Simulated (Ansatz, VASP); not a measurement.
Te: VASP beside Ansatz

Contents of INCAR:

```
PREC = Accurate ; ENCUT = 520
EDIFF = 1E-6 ; ISMEAR = -1
SIGMA = 0.05 ; LREAL = False
LASPH = True ; NELM = 100
ALGO = Normal ; ISIF = 2
LWAVE = False ; LCHARG = False
GGA = PS ; NBANDS = 9
```

File KPOINTS:

```
regular mesh
0
Gamma
  9 9 9
```

The input POSCAR:

```
Te
1.0
    2.3511296351      1.3574253277      1.7241180786
   -2.3511296351      1.3574253277      1.7241180786
    0.0000000000     -2.7148506555      1.7241180786
Te
1
Direct
    0.5000000000      0.5000000000      0.5000000000
```

input.yaml

```yaml
crystal:
  lattice:
    - [2.3511296351, 1.3574253277, 1.7241180786]
    - [-2.3511296351, 1.3574253277, 1.7241180786]
    - [0.0, -2.7148506555, 1.7241180786]
  atoms:
    - { symbol: Te, position: [0.5, 0.5, 0.5] }
kpoints:
  mp_grid: { grid: [9, 9, 9] }
scf:
  occupations: { method: fermi_dirac, width: 0.05 }
hamiltonian:
  xc: pbesol
  pseudopotentials: { kind: all_electron, lapw: { basis_error: 0.0005 } }
output:
  forces: true
  stress: true
  eigenvalues: true
```

Change from the starting cell: volume scaled by 1.06.

Alike in both runs: task single point; functional PBEsol; k mesh 9 × 9 × 9; occupations fermi-dirac, width 0.05 eV; no spin polarisation.

```csv
,VASP,Ansatz
version,VASP 6.6.1,Ansatz 0.2.0
potentials or method,"VASP PAW PBE potentials, release 64 (Te)","all-electron LAPW, scalar-relativistic"
plane-wave cutoff (eV),520,see its input
```

|  | VASP | Ansatz | Ansatz less VASP |
| --- | --- | --- | --- |
| gap on the k mesh at the Fermi level (eV) | none | none | - |
| pressure (GPa) | -3.0 | -3.0 | +0.01 |
| largest component of the traceless stress (GPa) | 0.59 | 0.60 | +0.010 |

A gap of «none» marks a metal or a gap that the smearing closes. Ansatz ran all-electron here, so the differences hold the error of VASP's frozen core and of both bases.

Caveats: the PAW data sets were made with another functional, which shifts forces and pressure a little (VASP). Spin-orbit coupling is left out, which matters for the levels of Te.
